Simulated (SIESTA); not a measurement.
Ca in SIESTA: convergence with vacuum

Input of the first run (vacuum 6); the others differ in this setting and in those tied to it:

Ca.fdf

```
SystemName                      Ca
SystemLabel                     Ca
NumberOfSpecies                 1
NumberOfAtoms                   4
%block ChemicalSpeciesLabel
  1  20 Ca
%endblock ChemicalSpeciesLabel

LatticeConstant                 1.0 Ang
%block LatticeVectors
     3.8797938090     0.0000000000     0.0000000000
    -1.2932646030     3.6579046826     0.0000000000
     0.0000000000     0.0000000000    15.5035000000
%endblock LatticeVectors
AtomicCoordinatesFormat         Fractional
%block AtomicCoordinatesAndAtomicSpecies
     0.5000000000     0.5000000000     0.1935046925  1  Ca
     0.0000000000     0.0000000000     0.3978352230  1  Ca
     0.5000000000     0.5000000000     0.6021657535  1  Ca
     0.0000000000     0.0000000000     0.8064962840  1  Ca
%endblock AtomicCoordinatesAndAtomicSpecies

%block kgrid.MonkhorstPack
    5   0   0  0.0
    0   5   0  0.0
    0   0   1  0.0
%endblock kgrid.MonkhorstPack
XC.Functional                   GGA
XC.Authors                      PBE
PAO.BasisSize                   DZP
PAO.EnergyShift                 0.003 Ry
Mesh.Cutoff                     800 Ry
OccupationFunction              FD
ElectronicTemperature           0.05 eV
Slab.DipoleCorrection           vacuum
MaxSCFIterations                120
SCF.MustConverge                false
SCF.Mixer.Method                Pulay
SCF.Mixer.Weight                0.25
SCF.Mixer.History               8
SCF.DM.Tolerance                5.0e-05
SCF.H.Tolerance                 1.0e-03 eV
WriteForces                     true
Charge.Mulliken                 end
%block PAO.Basis
  Ca 5
  n=3 0 2
    3.547 0.000
  n=4 0 2
    9.500 0.000
  n=3 1 2
    4.081 0.000
  n=4 1 1
    9.500
  n=3 2 1
    7.000
%endblock PAO.Basis
```

Potentials or basis: PseudoDojo 0.4 standard (PBE files), DZP (energy shift 0.003 Ry; two zetas on semicore shells; d shell added on Ca).

Run with:

```sh
$ siesta < Ca.fdf > Ca.out 2>&1
```

Hardware: 1 thread of Arm Neoverse V1, on a shared host.

Q: The values tried are 6, 8, 10, 12, 15, 20, loosest first. From which on does the largest force stay within 0.005 eV/Å of the tightest run that finished?

A: From 10 on.

| vacuum | energy less the tightest run, at zero smearing (meV/atom) | largest force (eV/Å) | SCF cycles | CPU time (s) | peak memory (GiB) |
| --- | --- | --- | --- | --- | --- |
| 6 | -29.27 | 0.056 | 13 | 93 | 0.6 |
| 8 | 1.19 | 0.175 | 13 | 92 | 0.61 |
| 10 | 0.00 | 0.194 | 15 | 110 | 0.66 |
| 12 | 0.00 | 0.194 | 15 | 110 | 0.65 |
| 15 | 0.00 | 0.194 | 15 | 110 | 0.66 |
| 20 | 0.00 | 0.194 | 15 | 110 | 0.68 |

Against the tightest run, the energy stays within 1 meV/atom from 10 on. The tightest run that finished is the yardstick and may itself not be fully converged.

Caveat, for the tightest run too: the cell was measured hot, at 740 K.
